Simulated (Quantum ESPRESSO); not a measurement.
## Pb: equation of state with r2SCAN

The system is Pb.

```
Pb
1.0
     0.00000    3.43900    3.43900
     3.43900    0.00000    3.43900
     3.43900    3.43900    0.00000
Pb
2
Cartesian
  1.7195 1.7195 1.7195
  0.0000 0.0000 0.0000
```

This isn't the form of Pb at room conditions, which is fcc.

```json
{
  "Program": "Quantum ESPRESSO 7.5",
  "Task": "equation of state",
  "Functional": "r2SCAN",
  "Potentials or basis": "SG15 PBE 1.2",
  "Cutoff": "762 eV",
  "Density cutoff": "3048 eV",
  "k mesh": "5 × 5 × 5",
  "Occupations": "fermi-dirac, width 0.05 eV",
  "Spin": "no spin polarisation"
}
```

```
Equilibrium volume                      : 40.85 Å³/atom
Bulk modulus                            : 33 GPa
Pressure derivative of the bulk modulus : 4.5
```

Energy against volume, from the lowest point:
```csv
volume (Å³/atom),energy (meV/atom)
38.232,19.35
39.045,8.80
39.859,2.50
40.672,0.00
41.486,0.91
42.299,4.86
43.112,11.53
```

All runs of the series together: 22 min on 2 threads of Intel(R) Xeon(R) Platinum 8259CL CPU @ 2.50GHz (Skylake/Cascade Lake) (shared host).

Caveat: the k mesh is coarse; the potentials were made for another functional, which shifts forces and pressure. Spin-orbit coupling is left out, which matters for the levels of Pb.
